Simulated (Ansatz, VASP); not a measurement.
Si: VASP beside Ansatz

```
Si
1.0
     0.00000    2.72185    2.72185
     2.72185    0.00000    2.72185
     2.72185    2.72185    0.00000
Si
2
Direct
  0.25000 0.25000 0.25000
  0.00000 0.00000 0.00000
```

Alike in both runs: task single point; functional r2SCAN; k mesh 6 × 6 × 6; occupations gaussian, width 0.1 eV; no spin polarisation.

```csv
,VASP,Ansatz
version,VASP 6.6.1,Ansatz 0.2.0
potentials or method,"VASP PAW PBE potentials, release 64 (Si)","scalar-relativistic, plane waves, PAW"
plane-wave cutoff (eV),520,500
valence electrons in the cell,8,8
```

```csv
,VASP,Ansatz,Ansatz less VASP
gap on the k mesh at the Fermi level (eV),0.93,0.92,-0.015
least direct gap on the mesh (eV),2.75,2.74,-0.016
pressure (GPa),-0.1,0.1,+0.24
```

With one functional, cell and mesh, what is left measures potentials, basis and numerics.

Caveats: the PAW data sets were made with another functional, which shifts forces and pressure a little (VASP). A k mesh can miss the band edges. r2SCAN opens gaps a little over a GGA but as a rule still falls short of measured ones.
